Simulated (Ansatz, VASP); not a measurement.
## PtSe2: VASP beside Ansatz

INCAR

```
ALGO = Normal ; EDIFF = 1E-6
ENCUT = 520 ; GGA = PE
ISIF = 2 ; ISMEAR = -1
LASPH = True ; LCHARG = False
LREAL = False ; LWAVE = False
NBANDS = 18 ; NELM = 100
PREC = Accurate ; SIGMA = 0.02
```

KPOINTS

```
k-points
0
Gamma
  12 12 6
```

POSCAR

```
PtSe2
1.0
    3.7286503637      0.0881825811      0.0000000000
   -1.7879568265      3.1850146463      0.0000000000
    0.0000000000      0.0000000000      5.2771566385
Pt Se
1 2
Direct
    0.0000000000      0.0000000000      0.0000000000
    0.3400630707      0.6663041505      0.2464462418
    0.6599369293      0.3336958495      0.7535537582
```

Input for Ansatz:

```yaml
crystal:
  lattice:
    - [3.7286503637, 0.0881825811, 0.0]
    - [-1.7879568265, 3.1850146463, 0.0]
    - [0.0, 0.0, 5.2771566385]
  atoms:
    - { symbol: Pt, position: [0.0, 0.0, 0.0] }
    - { symbol: Se, position: [0.3400630707, 0.6663041505, 0.2464462418] }
    - { symbol: Se, position: [0.6599369293, 0.3336958495, 0.7535537582] }
kpoints:
  mp_grid: { grid: [12, 12, 6] }
  band_path:
    path:
      - [0.0, 0.0, 0.0]
      - [0.5, 0.0, 0.0]
      - [0.3333333333, 0.3333333333, 0.0]
      - [0.0, 0.0, 0.5]
      - [0.5, 0.0, 0.5]
      - [0.3333333333, 0.3333333333, 0.5]
      - [0.3, 0.3, 0.0]
      - [0.0, 0.25, 0.3333333333]
    npoints: 1
hamiltonian:
  xc: pbe
scf:
  occupations: { method: fermi_dirac, width: 0.02 }
  n_extra_bands: 4
output:
  forces: true
  stress: true
  eigenvalues: true
```

Change from the starting cell: shear_xy strain +4.7%.

Alike in both runs: task single point; functional PBE; k mesh 12 × 12 × 6; occupations fermi-dirac, width 0.02 eV; no spin polarisation.

|  | VASP | Ansatz |
| --- | --- | --- |
| version | VASP 6.6.1 | Ansatz 0.2.0 |
| potentials or method | VASP PAW PBE potentials, release 64 (Pt, Se) | plane waves, PAW |
| plane-wave cutoff (eV) | 520 | 420 |
| valence electrons in the cell | 22 | 50 |

```tsv
	VASP	Ansatz	Ansatz less VASP
pressure (GPa)	3.8	3.8	+0.02
largest component of the traceless stress (GPa)	2.61	2.62	+0.007
rms of the force components (eV/Å)	0.081	0.080	-0.0014
```

Atom by atom the forces differ by 0.001 eV/Å (rms over components). With one functional, cell and mesh, what is left measures potentials, basis and numerics. The two sets of potentials don't hold the same shells in valence.

Spin-orbit coupling is left out, which matters for the levels of Pt.
